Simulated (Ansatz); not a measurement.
# Mg_i (void) in Si3N4 (P6_3/m): charge-transition levels and formation energies

Charge states of Mg_i (void) in Si3N4 (P6_3/m), set against the band edges. Model: a cell of 126 host atoms with 1 Mg put in.

Method: place-levels on PBEsol runs: charge-transition levels and formation energies with image-charge correction and potential alignment at the atomic sites; PAW set soft_1, in Ansatz 0.2.0.

## 1. Starting point

The cell holds 127 atoms: 54 Si, 72 N and 1 Mg. Its edges and angles: a = 13.206 Å, b = 13.206 Å, c = 8.731 Å, α = 90.0°, β = 90.0°, γ = 120.0°. It derives from Si3N4 (space group P6_3/m). Nearest the centre at fractional (0.000, 1.000, 0.667): Mg127 at 0.00 Å, N117 at 2.52 Å, N121 at 2.52 Å, N112 at 2.52 Å, N76 at 2.52 Å, N69 at 2.52 Å, N84 at 2.52 Å, Si102 at 2.79 Å.

Known beforehand: the electronic dielectric constant, (4.29, 4.29, 4.37), and the static one, (8.29, 8.29, 8.25), from a response run on this crystal (DFPT, PBEsol) at that run's own cell.

The cell's shortest repeat is 8.7 Å.

## 2. The runs of each charge state

A transition level is the Fermi level at which two charge states cost the same, so each charge needs its own total energy, at its own relaxed structure.

Each atom starts 0.05 Å or so off its site in a random direction: a symmetric start keeps its symmetry, and would miss off-centre moves and Jahn–Teller distortions. Forces are taken at one point at (¼, ¼, ¼). The cell holds 1 electron fewer than the neutral one, with a uniform background that keeps it neutral on the whole. The electron count is odd, so at least one spin is unpaired; this run locks the moment at 1 μB.

The sampling was tested on the host first: at the k-points planned (1x1x1 shifted 0.25 0.25 0.25) its energy lies 0.000 eV an atom from the dense-mesh value, under the bound of 0.02 eV set for this test; that bounds the host's error, not the defect's.

One state's input; the others differ in charge, spin, start and seed, and in occupations where the table says so.

The input, qp1_M1.relax/input.yaml:

```yaml
crystal:
  lattice:
    - [11.43668588, 6.60297367, 0.0]
    - [-11.43668588, 6.60297367, 0.0]
    - [0.0, 0.0, 8.73076733]
  atoms:
    - { symbol: Si, position: [0.01950046, 0.80655545, 0.25] }
    - { symbol: Si, position: [0.3528338, 0.47322211, 0.25] }
    - { symbol: Si, position: [0.68616713, 0.13988878, 0.25] }
    - { symbol: Si, position: [0.21294502, 0.01950046, 0.08333333] }
    - { symbol: Si, position: [0.54627835, 0.68616713, 0.08333333] }
    - { symbol: Si, position: [0.87961168, 0.3528338, 0.08333333] }
    - { symbol: Si, position: [0.13988878, 0.45372165, 0.08333333] }
    - { symbol: Si, position: [0.47322211, 0.12038832, 0.08333333] }
    - { symbol: Si, position: [0.80655545, 0.78705498, 0.08333333] }
    - { symbol: Si, position: [0.19344455, 0.21294502, 0.25] }
    - { symbol: Si, position: [0.52677789, 0.87961168, 0.25] }
    - { symbol: Si, position: [0.86011122, 0.54627835, 0.25] }
    - { symbol: Si, position: [0.12038832, 0.6471662, 0.25] }
    - { symbol: Si, position: [0.45372165, 0.31383287, 0.25] }
    - { symbol: Si, position: [0.78705498, 0.98049954, 0.25] }
    - { symbol: Si, position: [0.31383287, 0.86011122, 0.08333333] }
    - { symbol: Si, position: [0.6471662, 0.52677789, 0.08333333] }
    - { symbol: Si, position: [0.98049954, 0.19344455, 0.08333333] }
    - { symbol: "N", position: [0.0, 0.66666667, 0.25] }
    - { symbol: "N", position: [0.33333333, 0.33333333, 0.25] }
    - { symbol: "N", position: [0.66666667, 0.0, 0.25] }
    - { symbol: "N", position: [0.0, 0.33333333, 0.08333333] }
    - { symbol: "N", position: [0.33333333, 0.0, 0.08333333] }
    - { symbol: "N", position: [0.66666667, 0.66666667, 0.08333333] }
    - { symbol: "N", position: [0.21345843, 0.45653274, 0.25] }
    - { symbol: "N", position: [0.54679176, 0.12319941, 0.25] }
    - { symbol: "N", position: [0.8801251, 0.78986608, 0.25] }
    - { symbol: "N", position: [0.09025902, 0.8801251, 0.08333333] }
    - { symbol: "N", position: [0.42359235, 0.54679176, 0.08333333] }
    - { symbol: "N", position: [0.75692569, 0.21345843, 0.08333333] }
    - { symbol: "N", position: [0.12319941, 0.57640765, 0.08333333] }
    - { symbol: "N", position: [0.45653274, 0.24307431, 0.08333333] }
    - { symbol: "N", position: [0.78986608, 0.90974098, 0.08333333] }
    - { symbol: "N", position: [0.21013392, 0.09025902, 0.25] }
    - { symbol: "N", position: [0.54346726, 0.75692569, 0.25] }
    - { symbol: "N", position: [0.87680059, 0.42359235, 0.25] }
    - { symbol: "N", position: [0.1198749, 0.21013392, 0.08333333] }
    - { symbol: "N", position: [0.45320824, 0.87680059, 0.08333333] }
    - { symbol: "N", position: [0.78654157, 0.54346726, 0.08333333] }
    - { symbol: "N", position: [0.24307431, 0.78654157, 0.25] }
    - { symbol: "N", position: [0.57640765, 0.45320824, 0.25] }
    - { symbol: "N", position: [0.90974098, 0.1198749, 0.25] }
    - { symbol: Si, position: [0.01950046, 0.80655545, 0.58333333] }
    - { symbol: Si, position: [0.3528338, 0.47322211, 0.58333333] }
    - { symbol: Si, position: [0.68616713, 0.13988878, 0.58333333] }
    - { symbol: Si, position: [0.21294502, 0.01950046, 0.41666667] }
    - { symbol: Si, position: [0.54627835, 0.68616713, 0.41666667] }
    - { symbol: Si, position: [0.87961168, 0.3528338, 0.41666667] }
    - { symbol: Si, position: [0.13988878, 0.45372165, 0.41666667] }
    - { symbol: Si, position: [0.47322211, 0.12038832, 0.41666667] }
    - { symbol: Si, position: [0.80655545, 0.78705498, 0.41666667] }
    - { symbol: Si, position: [0.19344455, 0.21294502, 0.58333333] }
    - { symbol: Si, position: [0.52677789, 0.87961168, 0.58333333] }
    - { symbol: Si, position: [0.86011122, 0.54627835, 0.58333333] }
    - { symbol: Si, position: [0.12038832, 0.6471662, 0.58333333] }
    - { symbol: Si, position: [0.45372165, 0.31383287, 0.58333333] }
    - { symbol: Si, position: [0.78705498, 0.98049954, 0.58333333] }
    - { symbol: Si, position: [0.31383287, 0.86011122, 0.41666667] }
    - { symbol: Si, position: [0.6471662, 0.52677789, 0.41666667] }
    - { symbol: Si, position: [0.98049954, 0.19344455, 0.41666667] }
    - { symbol: "N", position: [0.0, 0.66666667, 0.58333333] }
    - { symbol: "N", position: [0.33333333, 0.33333333, 0.58333333] }
    - { symbol: "N", position: [0.66666667, 0.0, 0.58333333] }
    - { symbol: "N", position: [0.0, 0.33333333, 0.41666667] }
    - { symbol: "N", position: [0.33333333, 0.0, 0.41666667] }
    - { symbol: "N", position: [0.66666667, 0.66666667, 0.41666667] }
    - { symbol: "N", position: [0.21345843, 0.45653274, 0.58333333] }
    - { symbol: "N", position: [0.54679176, 0.12319941, 0.58333333] }
    - { symbol: "N", position: [0.8801251, 0.78986608, 0.58333333] }
    - { symbol: "N", position: [0.09025902, 0.8801251, 0.41666667] }
    - { symbol: "N", position: [0.42359235, 0.54679176, 0.41666667] }
    - { symbol: "N", position: [0.75692569, 0.21345843, 0.41666667] }
    - { symbol: "N", position: [0.12319941, 0.57640765, 0.41666667] }
    - { symbol: "N", position: [0.45653274, 0.24307431, 0.41666667] }
    - { symbol: "N", position: [0.78986608, 0.90974098, 0.41666667] }
    - { symbol: "N", position: [0.21013392, 0.09025902, 0.58333333] }
    - { symbol: "N", position: [0.54346726, 0.75692569, 0.58333333] }
    - { symbol: "N", position: [0.87680059, 0.42359235, 0.58333333] }
    - { symbol: "N", position: [0.1198749, 0.21013392, 0.41666667] }
    - { symbol: "N", position: [0.45320824, 0.87680059, 0.41666667] }
    - { symbol: "N", position: [0.78654157, 0.54346726, 0.41666667] }
    - { symbol: "N", position: [0.24307431, 0.78654157, 0.58333333] }
    - { symbol: "N", position: [0.57640765, 0.45320824, 0.58333333] }
    - { symbol: "N", position: [0.90974098, 0.1198749, 0.58333333] }
    - { symbol: Si, position: [0.01950046, 0.80655545, 0.91666667] }
    - { symbol: Si, position: [0.3528338, 0.47322211, 0.91666667] }
    - { symbol: Si, position: [0.68616713, 0.13988878, 0.91666667] }
    - { symbol: Si, position: [0.21294502, 0.01950046, 0.75] }
    - { symbol: Si, position: [0.54627835, 0.68616713, 0.75] }
    - { symbol: Si, position: [0.87961168, 0.3528338, 0.75] }
    - { symbol: Si, position: [0.13988878, 0.45372165, 0.75] }
    - { symbol: Si, position: [0.47322211, 0.12038832, 0.75] }
    - { symbol: Si, position: [0.80655545, 0.78705498, 0.75] }
    - { symbol: Si, position: [0.19344455, 0.21294502, 0.91666667] }
    - { symbol: Si, position: [0.52677789, 0.87961168, 0.91666667] }
    - { symbol: Si, position: [0.86011122, 0.54627835, 0.91666667] }
    - { symbol: Si, position: [0.12038832, 0.6471662, 0.91666667] }
    - { symbol: Si, position: [0.45372165, 0.31383287, 0.91666667] }
    - { symbol: Si, position: [0.78705498, 0.98049954, 0.91666667] }
    - { symbol: Si, position: [0.31383287, 0.86011122, 0.75] }
    - { symbol: Si, position: [0.6471662, 0.52677789, 0.75] }
    - { symbol: Si, position: [0.98049954, 0.19344455, 0.75] }
    - { symbol: "N", position: [0.0, 0.66666667, 0.91666667] }
    - { symbol: "N", position: [0.33333333, 0.33333333, 0.91666667] }
    - { symbol: "N", position: [0.66666667, 0.0, 0.91666667] }
    - { symbol: "N", position: [0.0, 0.33333333, 0.75] }
    - { symbol: "N", position: [0.33333333, 0.0, 0.75] }
    - { symbol: "N", position: [0.66666667, 0.66666667, 0.75] }
    - { symbol: "N", position: [0.21345843, 0.45653274, 0.91666667] }
    - { symbol: "N", position: [0.54679176, 0.12319941, 0.91666667] }
    - { symbol: "N", position: [0.8801251, 0.78986608, 0.91666667] }
    - { symbol: "N", position: [0.09025902, 0.8801251, 0.75] }
    - { symbol: "N", position: [0.42359235, 0.54679176, 0.75] }
    - { symbol: "N", position: [0.75692569, 0.21345843, 0.75] }
    - { symbol: "N", position: [0.12319941, 0.57640765, 0.75] }
    - { symbol: "N", position: [0.45653274, 0.24307431, 0.75] }
    - { symbol: "N", position: [0.78986608, 0.90974098, 0.75] }
    - { symbol: "N", position: [0.21013392, 0.09025902, 0.91666667] }
    - { symbol: "N", position: [0.54346726, 0.75692569, 0.91666667] }
    - { symbol: "N", position: [0.87680059, 0.42359235, 0.91666667] }
    - { symbol: "N", position: [0.1198749, 0.21013392, 0.75] }
    - { symbol: "N", position: [0.45320824, 0.87680059, 0.75] }
    - { symbol: "N", position: [0.78654157, 0.54346726, 0.75] }
    - { symbol: "N", position: [0.24307431, 0.78654157, 0.91666667] }
    - { symbol: "N", position: [0.57640765, 0.45320824, 0.91666667] }
    - { symbol: "N", position: [0.90974098, 0.1198749, 0.91666667] }
    - { symbol: Mg, position: [0.0, 1.0, 0.666667] }
  host:
    repeats: [1, 1, 3]
    atoms:
      - { symbol: Si, position: [0.01950046, 0.80655545, 0.75] }
      - { symbol: Si, position: [0.3528338, 0.47322211, 0.75] }
      # ... 40 more atoms of the perfect host
total_charge: 1
basis:
  ecutwfc: 420
  xc_grid: 2
hamiltonian:
  xc: pbesol
  pseudopotentials: { kind: paw, azcp: { folder: soft_1 }, xc_functional: pbe }
kpoints:
  mp_grid: { grid: [1, 1, 1], shift: [0.25, 0.25, 0.25] }
magnetization:
  spin_polarized: true
  initial_magnetization: 1
  spin_locking: { lock_magnetization: hard }
scf:
  occupations: { method: fixed }
  max_iter: 80
output:
  forces: true
  charged_corrections:
    epsilon: [4.29, 4.29, 4.37]
    static_epsilon: [8.29, 8.29, 8.25]
    defect_position: [0.0, 1.0, 0.666667]
relax:
  f_tol: 0.02
  max_steps: 80
  random_displacement: { amplitude: 0.05, seed: 656 }
checkpoint:
  write: "../qp1_M1.relax.run"
  compress: false
  write_wavefunctions: true
  write_every: 100000
```

Command:

```sh
ansatz run input.yaml --threads 4 --pin off --max-ram 15073MiB --backend cpu --events-out ev --progress --plain --runs-dir out
```

The relaxed structure is kept and the sampling changed to a 2×2×2 shifted mesh.

The run of this state that the levels use, under PBEsol:

The input, qp1_M1.point/input.yaml:

```yaml
crystal:
  checkpoint: "../qp1_M1.relax.run"
  host: checkpoint
total_charge: 1
basis:
  ecutwfc: 420
  xc_grid: 2
hamiltonian:
  xc: pbesol
  pseudopotentials: { kind: paw, azcp: { folder: soft_1 }, xc_functional: pbe }
kpoints:
  mp_grid: { grid: [2, 2, 2], shift: [0.5, 0.5, 0.5] }
magnetization:
  spin_polarized: true
  initial_magnetization: 1
  spin_locking: { lock_magnetization: hard }
scf:
  occupations: { method: fermi_dirac, width: 0.01 }
  max_iter: 80
output:
  forces: true
  eigenvalues: true
  charged_corrections:
    epsilon: [4.29, 4.29, 4.37]
    static_epsilon: [8.29, 8.29, 8.25]
    defect_position: [0.0, 1.0, 0.666667]
  eigenstates: { localisation: true }
  populations: true
  efg: {}
checkpoint:
  read: "../qp1_M1.relax.run"
  write: "../qp1_M1.point.run"
  compress: false
  write_wavefunctions: false
  write_every: 100000
```

Relaxations under PBEsol at one point at (¼, ¼, ¼); times on 4 threads of Arm Neoverse V1, shared host:

```tsv
charge	moment (μB)	occupations	outcome	steps	largest displacement against the far atoms (Å)	time
0	0	fixed	converged	6	0.12	3.4 min
+1	1	fixed	converged	5	0.07	5.9 min
+2	0	fixed	converged	5	0.14	2.7 min
0	2	fixed	converged	5	0.06	5.5 min
```

Single points under PBEsol at a 2×2×2 shifted mesh; times on 4 threads of Arm Neoverse V1, shared host:

```tsv
charge	moment (μB)	occupations	outcome	time
0	0	fermi-dirac	converged	3.9 min
+1	1	fermi-dirac	converged	8.1 min
+2	0	fermi-dirac	converged	3.5 min
0	2	fermi-dirac	converged	10 min
```

Distances (Å) from Mg127 to the nearest atoms after relaxation with PBEsol:

```tsv
charge	moment (μB)	1.	2.	3.	4.	5.	6.
0	0	N 2.60	N 2.60	N 2.61	N 2.65	N 2.66	N 2.66
0	2	N 2.53	N 2.53	N 2.53	N 2.54	N 2.54	N 2.54
+1	1	N 2.50	N 2.50	N 2.51	N 2.51	N 2.51	N 2.51
+2	0	N 2.38	N 2.38	N 2.38	N 2.38	N 2.39	N 2.39
```

(Continued in part 2 of 2.)

[Logs are printed without paths, hosts, clocks, repeated set-up lines and the standing remarks that a program may print on its own settings, such as how far it seeks lower states.]

[Hosts, paths, dates, database ids (printed as entryN), source tags and the programs' standing remarks are cut or masked in the printed files.]

[Where a table of states has a column of steps, it counts the stored structures, which are thinned; the runs took as many ionic steps or more.]

[A defect's name tells the site on which it was built; relaxed atoms can leave that site.]

[For some hosts the program warned that the k-mesh of the response run may be too coarse for force constants and the static dielectric constant; such warnings are not shown here.]
